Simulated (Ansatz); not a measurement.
## Ta(100) with 4 layers of random Ta-Mo, 2x2: scattering by chemical disorder

How strongly does chemical disorder scatter in Ta(100) with 4 layers of random Ta-Mo, 2x2?

Calculated with Ansatz 0.2.0; Ansatz plane-wave DFT, PBE, PAW files; ballistic transport by layer matching (Landauer), zero bias; PAW set soft_1.

Report form: the programs' logs are mostly left out.

### Step 1. Starting point

The cell holds 56 atoms: 54 Ta and 2 Mo. Its edges and angles: a = 6.605 Å, b = 6.605 Å, c = 23.118 Å, α = 90.0°, β = 90.0°, γ = 90.0°. It derives from Ta. Regions: lead, 40 atoms (40 Ta); scattering region, 16 atoms (14 Ta and 2 Mo). The structure is stacked along c, and the current runs across the ab planes.

### Step 2. With 4 alloy layers

In 4 layers a share of 0.125 of the sites is given to Mo at random. The layers about the cell's end stay perfect and serve as the lead. Energies from -0.05 to 0.05 eV in steps of 0.05 eV are too few for the program's thermal sum, so it prints no conductance; for a metal the transmission near the Fermi level serves, at a fraction of the cost.

input.yaml

```yaml
crystal:
  lattice:
    - [6.60512, 0.0, 0.0]
    - [0.0, 6.60512, 0.0]
    - [0.0, 0.0, 23.11792]
  atoms:
    - { symbol: Ta, position: [0.0, 0.0, 0.0357142857] }
    - { symbol: Ta, position: [0.0, 0.5, 0.0357142857] }
    - { symbol: Ta, position: [0.5, 0.0, 0.0357142857] }
    - { symbol: Ta, position: [0.5, 0.5, 0.0357142857] }
    - { symbol: Ta, position: [0.25, 0.25, 0.1071428571] }
    - { symbol: Ta, position: [0.25, 0.75, 0.1071428571] }
    - { symbol: Ta, position: [0.75, 0.25, 0.1071428571] }
    - { symbol: Ta, position: [0.75, 0.75, 0.1071428571] }
[... 44 atom lines left out ...]
    - { symbol: Ta, position: [0.25, 0.25, 0.9642857143] }
    - { symbol: Ta, position: [0.25, 0.75, 0.9642857143] }
    - { symbol: Ta, position: [0.75, 0.25, 0.9642857143] }
    - { symbol: Ta, position: [0.75, 0.75, 0.9642857143] }
kpoints:
  mp_grid: { grid: [4, 4, 1] }
hamiltonian:
  xc: pbe
  pseudopotentials: { kind: paw, azcp: { folder: soft_1 } }
scf:
  occupations: { method: fermi_dirac, width: 0.1 }
output:
  transmission: { leads: [[0, 4]], kmesh: [8, 8], e_range: [-0.05, 0.05], de: 0.05 }
  write_potential: true
  write_density: true
  volumetric_format: npy
```

Launch:

```sh
$ ansatz run input.yaml --threads 4 --pin off --max-ram 15360MiB --backend cpu --events-out ev --progress --plain --runs-dir out
```

The job ended after 9 min (4 threads of Arm Neoverse V1, shared host; peak memory 8.2 GiB; 32 min of CPU time).

Numbers from this step:

* free energy: -546308.4287 eV
* energy at zero smearing: -546307.3009 eV
* Fermi energy: 18.47 eV
* cell area: 43.63 Å²
* transmission per spin nearest the Fermi level: 9.205
* open channels per spin nearest the Fermi level: 10.48
* step of the lead's potential: 1.9 meV

Per spin. Table of transmission, zone mean by energy, zero at the Fermi level:

```csv
energy (eV),"transmission, zone mean"
-0.0500,9.21
0.0000,9.20
0.0500,8.81
```

Per spin. Table of open channels, zone mean, lead by energy, zero at the Fermi level:

```csv
energy (eV),"open channels, zone mean, lead"
-0.0500,10.3
0.0000,10.5
0.0500,9.98
```

Transmission over k1 and k2. At 0.0000 eV from the Fermi level.

Values, 8 rows by 8 columns:
```
 5.5  3.9  8.0 10.6 11.2 10.6  8.0  3.9
 5.8  8.0 11.0 11.3 11.5 11.3 11.0  8.0
 9.1 10.6 11.3 10.6 10.6 10.6 11.3 10.6
 9.3 11.2 11.5 10.6 10.6 10.6 11.5 11.2
 9.1 10.6 11.3 10.6 10.6 10.6 11.3 10.6
 5.8  8.0 11.0 11.3 11.5 11.3 11.0  8.0
 5.5  3.9  8.0 10.6 11.2 10.6  8.0  3.9
 3.9  5.5  5.8  9.1  9.3  9.1  5.8  5.5
```
Columns: k1 (b1) from -0.5 to 0.375; rows upwards: k2 (b2) from -0.5 to 0.375.

Open channels over k1 and k2. At 0.0000 eV from the Fermi level.

Ten even steps from '0' (4.0) to '9' (14.0):
```
20588850
45999995
68977798
68977798
68977798
45999995
20588850
02466642
```
Columns: k1 (b1) from -0.5 to 0.375; rows upwards: k2 (b2) from -0.5 to 0.375.

Over the solved energies the transmission per spin lies between 8.81 and 9.21, out of 10.3 channels of the lead on average (up to 10.5).

### Step 3. With 8 alloy layers

In 8 layers a share of 0.125 of the sites is given to Mo at random. A fresh draw is used; the growth of the resistance with length is what counts.

System of this step: Ta(100) with 8 layers of random Ta-Mo, 2x2. The cell holds 72 atoms: 68 Ta and 4 Mo. Its edges and angles: a = 6.605 Å, b = 6.605 Å, c = 29.723 Å, α = 90.0°, β = 90.0°, γ = 90.0°. It derives from Ta. Regions: lead, 40 atoms (40 Ta); scattering region, 32 atoms (28 Ta and 4 Mo). The structure is stacked along c, and the current runs across the ab planes.

input.yaml

```yaml
crystal:
  lattice:
    - [6.60512, 0.0, 0.0]
    - [0.0, 6.60512, 0.0]
    - [0.0, 0.0, 29.72304]
  atoms:
    - { symbol: Ta, position: [0.0, 0.0, 0.0277777778] }
    - { symbol: Ta, position: [0.0, 0.5, 0.0277777778] }
    - { symbol: Ta, position: [0.5, 0.0, 0.0277777778] }
    - { symbol: Ta, position: [0.5, 0.5, 0.0277777778] }
    - { symbol: Ta, position: [0.25, 0.25, 0.0833333333] }
    - { symbol: Ta, position: [0.25, 0.75, 0.0833333333] }
    - { symbol: Ta, position: [0.75, 0.25, 0.0833333333] }
    - { symbol: Ta, position: [0.75, 0.75, 0.0833333333] }
[... 60 atom lines left out ...]
    - { symbol: Ta, position: [0.25, 0.25, 0.9722222222] }
    - { symbol: Ta, position: [0.25, 0.75, 0.9722222222] }
    - { symbol: Ta, position: [0.75, 0.25, 0.9722222222] }
    - { symbol: Ta, position: [0.75, 0.75, 0.9722222222] }
kpoints:
  mp_grid: { grid: [4, 4, 1] }
hamiltonian:
  xc: pbe
  pseudopotentials: { kind: paw, azcp: { folder: soft_1 } }
scf:
  occupations: { method: fermi_dirac, width: 0.1 }
output:
  transmission: { leads: [[0, 4]], kmesh: [8, 8], e_range: [-0.05, 0.05], de: 0.05 }
  write_potential: true
  write_density: true
  volumetric_format: npy
```

Elapsed: 33 min, on 4 threads; peak memory 8.4 GiB; 1.8 h of CPU time.

Numbers from this step:

```yaml
free_energy: -695286.3642 eV
energy_at_zero_smearing: -695284.8650 eV
fermi_energy: 18.46 eV
transmission_per_spin_nearest_the_fermi_level: 8.412
step_of_the_lead_s_potential: 5.5 meV
```

Per spin. Transmission, zone mean against energy, zero at the Fermi level:

```csv
energy (eV),"transmission, zone mean"
-0.0500,8.44
0.0000,8.41
0.0500,8.01
```

Over the solved energies the transmission per spin lies between 8.01 and 8.44, out of 10.2 channels of the lead on average (up to 10.5).

### Step 4. With 12 alloy layers

In 12 layers a share of 0.125 of the sites is given to Mo at random. A fresh draw is used; the growth of the resistance with length is what counts.

System of this step: Ta(100) with 12 layers of random Ta-Mo, 2x2. The cell holds 88 atoms: 82 Ta and 6 Mo. Its edges and angles: a = 6.605 Å, b = 6.605 Å, c = 36.328 Å, α = 90.0°, β = 90.0°, γ = 90.0°. It derives from Ta. Regions: lead, 40 atoms (40 Ta); scattering region, 48 atoms (42 Ta and 6 Mo). The structure is stacked along c, and the current runs across the ab planes.

input.yaml

```yaml
crystal:
  lattice:
    - [6.60512, 0.0, 0.0]
    - [0.0, 6.60512, 0.0]
    - [0.0, 0.0, 36.32816]
  atoms:
    - { symbol: Ta, position: [0.0, 0.0, 0.0227272727] }
    - { symbol: Ta, position: [0.0, 0.5, 0.0227272727] }
    - { symbol: Ta, position: [0.5, 0.0, 0.0227272727] }
    - { symbol: Ta, position: [0.5, 0.5, 0.0227272727] }
    - { symbol: Ta, position: [0.25, 0.25, 0.0681818182] }
    - { symbol: Ta, position: [0.25, 0.75, 0.0681818182] }
    - { symbol: Ta, position: [0.75, 0.25, 0.0681818182] }
    - { symbol: Ta, position: [0.75, 0.75, 0.0681818182] }
[... 76 atom lines left out ...]
    - { symbol: Ta, position: [0.25, 0.25, 0.9772727273] }
    - { symbol: Ta, position: [0.25, 0.75, 0.9772727273] }
    - { symbol: Ta, position: [0.75, 0.25, 0.9772727273] }
    - { symbol: Ta, position: [0.75, 0.75, 0.9772727273] }
kpoints:
  mp_grid: { grid: [4, 4, 1] }
hamiltonian:
  xc: pbe
  pseudopotentials: { kind: paw, azcp: { folder: soft_1 } }
scf:
  occupations: { method: fermi_dirac, width: 0.1 }
output:
  transmission: { leads: [[0, 4]], kmesh: [8, 8], e_range: [-0.05, 0.05], de: 0.05 }
  write_potential: true
  write_density: true
  volumetric_format: npy
```

Wall time 50 min (4 threads); peak memory 8.8 GiB; 2.9 h of CPU time.

This step gave:

| Quantity | Value |
| --- | --- |
| free energy | -844264.3680 eV |
| energy at zero smearing | -844262.5835 eV |
| Fermi energy | 18.44 eV |
| transmission per spin nearest the Fermi level | 7.687 |
| step of the lead's potential | 1.9 meV |

Per spin. Table of transmission, zone mean by energy, zero at the Fermi level:

```csv
energy (eV),"transmission, zone mean"
-0.0500,7.91
0.0000,7.69
0.0500,7.30
```

Over the solved energies the transmission per spin lies between 7.30 and 7.91, out of 10.2 channels of the lead on average (up to 10.5).

### Step 5. Resistance against length

This step: Ansatz plane-wave DFT, PBE, PAW files; ballistic transport by layer matching (Landauer), zero bias; residual resistivity from the slope of the area resistance, atoms on the host's lattice; PAW set soft_1 (Ansatz 0.2.0).

This step gave:

| Quantity | Value |
| --- | --- |
| resistivity | 8.710 µΩ cm |
| intercept | 0.01363 fΩ m² |
| scatter about the fit | 3.58e-4 fΩ m² |

Resistance, by row:

```csv
run,length (Å),T,channels N,RA (fΩ m²)
n4,6.605,9.075,10.26,0.07141
n8,13.21,8.287,10.21,0.1282
n12,19.82,7.632,10.21,0.1865
```

Area resistance against length of the alloy:

```csv
length of the alloy (Å),area resistance (fΩ m²)
6.61,0.0714
13.21,0.128
19.82,0.186
```

The area resistance goes from 0.071 to 0.19 fΩ m² between 6.6 and 19.8 Å, a slope of 8.7 µΩ cm.

By hand from the end points: (0.1865 − 0.07141) fΩ m² / (19.82 − 6.61) Å = 8.7 µΩ cm, since 1 fΩ m² per Å is 1000 µΩ cm.

### Step 6. What came out

```yaml
resistivity_from_the_slope: 8.71 µΩ cm
area_resistance_over_6p61_a: 0.0714 fΩ m²
area_resistance_over_13p2_a: 0.128 fΩ m²
area_resistance_over_19p8_a: 0.186 fΩ m²
```

The slope gives 8.7 µΩ cm. The points scatter by 3.6e-4 fΩ m² about the line, with one random draw a length in a 2x2 cell, so the slope is a rough value. Read with a model of isotropic scattering on a spherical Fermi surface and the lead's 1.8×10¹⁵ S/m², this slope means a mean free path near 52 Å; over these lengths the model's slope is 1.10 times its bulk resistivity, which would be 7.9 µΩ cm. The draw over the shortest length came out nearly ordered, with 32 symmetry operations, so that point is a poor sample of a random alloy. The atoms sit on the host's lattice, so scattering by size misfit is left out. Spin-orbit coupling is left out, which matters for Ta.

[Logs are printed without paths, hosts, clocks, repeated set-up lines and the standing remarks that a program may print on its own settings, such as how far it seeks lower states.]

[Hosts, paths, dates, database ids (printed as entryN), source tags and the programs' standing remarks are cut or masked in the printed files.]
